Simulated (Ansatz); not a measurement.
Crystal: SnSe2.

```xyz
3
Lattice="3.8110 0.0000 0.0000 -1.9055 3.3004 0.0000 0.0000 0.0000 6.1360" Properties=species:S:1:pos:R:3 pbc="T T T"
Sn    0.0000    0.0000    0.0000
Se    1.9055    1.1001    4.6081
Se    0.0000    2.2003    1.5279
```

* Program: Ansatz 0.2.0
* Task: single point
* Functional: PBE
* Potentials or basis: all-electron LAPW, scalar-relativistic
* Cutoff: 260 eV (chosen from the basis error)
* Basis error allowed: 0.001 eV/atom
* k mesh: 8 × 8 × 5
* Occupations: fermi-dirac, width 0.05 eV
* Spin: no spin polarisation

On this cell: pressure 5.5 GPa; largest force 0.785 eV/Å; band gap on the k mesh 0.81 eV, indirect (least direct gap 1.11 eV).

The same run follows on a disturbed copy (atoms moved at random, drawn with an rms of 0.05 Å):

```
Sn Se
1.0
     3.81100    0.00000    0.00000
    -1.90550    3.30042    0.00000
     0.00000    0.00000    6.13600
Sn Se
1 2
Direct
  0.99693 0.99596 0.99812
  0.66899 0.34235 0.74947
  0.33318 0.66846 0.25317
```

What does the disturbed cell give?

The energy moves by -5.7 meV/atom; pressure 4.9 GPa; largest force 0.787 eV/Å; band gap on the k mesh 0.75 eV, indirect (least direct gap 1.10 eV).

Forces in eV/Å, atoms in the order of the input:
```
Sn  -0.013  0.212  0.325
Se   0.017 -0.175 -0.767
Se  -0.004 -0.036  0.443
```

Stress tensor (GPa, compression positive):
```
 4.43  0.01 -0.05
 0.01  4.67  0.37
-0.05  0.37  5.52
```

Caveats: spin-orbit coupling is left out, which moves the levels of the heavy elements; an odd mesh through Γ misses points on the zone boundary, where band edges often lie; this functional lacks dispersion, which binds the layers, so the pressure and a relaxed spacing across them are unreliable (some runs).
